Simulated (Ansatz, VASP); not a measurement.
## AlRu: VASP beside Ansatz

```
Ru Al
1.0
     0.00000    2.76021    2.76021
     2.76021    0.00000    2.76021
     2.76021    2.76021    0.00000
Ru Al
1 1
Direct
  0.00000 0.00000 0.00000
  0.25000 0.25000 0.25000
```

Alike in both runs: functional PBE; k mesh 11 × 11 × 11; occupations fermi-dirac, width 0.08 eV; no spin polarisation.

Ansatz relaxed the structure, and its values are those at the end. VASP's run is a single point on that final structure, the one shown.

|  | VASP | Ansatz |
| --- | --- | --- |
| version | VASP 6.6.1 | Ansatz 0.2.0 |
| potentials or method | VASP PAW PBE potentials, release 64 (Ru_pv, Al) | PAW with Ansatz's default frozen-core files, scalar-relativistic |
| plane-wave cutoff (eV) | 520 | 420 |
| valence electrons in the cell | 17 | 19 |

Ansatz gave:

| Property | Result |
| --- | --- |
| pressure (GPa) | -0.1 |

Problem. Estimate VASP's values.

Solution. Pressure (GPa): 0.0.

The two sets of potentials don't hold the same shells in valence.
